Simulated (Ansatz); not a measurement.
## Ag: enthalpy against pressure

Ag, Fm-3m, a = 4.054 Å. Ansatz: PBEsol, PAW, 420 eV, Γ-centred 18×18×18 mesh on 1 atom, Gaussian smearing 0.10 eV; no spin polarisation. Cell and atoms are relaxed at each pressure, and no other structure is tried, so the rows at high pressure may lie past a change of phase. y is the enthalpy over the state at zero pressure; there V0 = 16.662 Å³/atom. The pressures are the targets, met within 0.02 GPa.

| P (GPa) | y (eV/atom) |
| --- | --- |
| -2.0 | -0.2098 |
| 0.0 | 0.0000 |
| 2.0 | 0.2063 |
| 5.0 | 0.5100 |
| 10.0 | 1.0030 |
| 20.0 | ? |
| 40.0 | 3.7236 |

Fit y = c1 P + c2 P² + c3 P³ to the other rows, say what c1 and c2 mean, and predict the missing value.

Least squares on the rows shown. y = 0.10397 P − 0.00039925 P² + 3.1843×10⁻⁶ P³. Since dH/dP = V, c1 is V0: 0.10397 eV/GPa × 160.2 = 16.656 Å³ against 16.662; c2 = −V0/(2B0) gives B0 = 130 GPa, where a Birch–Murnaghan fit to the volumes of the same runs (not shown) gives 120 GPa: a cubic over this range folds the higher terms into c2. At P = 20.0 the fit asked for gives 1.9452 eV/atom. The run gave 1.9488 eV/atom, so the fit is 0.0036 eV/atom too low, 0.092 % of the span of the series, against an rms of 0.0002 eV/atom on the fitted rows. With a term in P⁴ added, a fit to the same known rows predicts 1.9514 eV/atom, a smaller miss on the other side.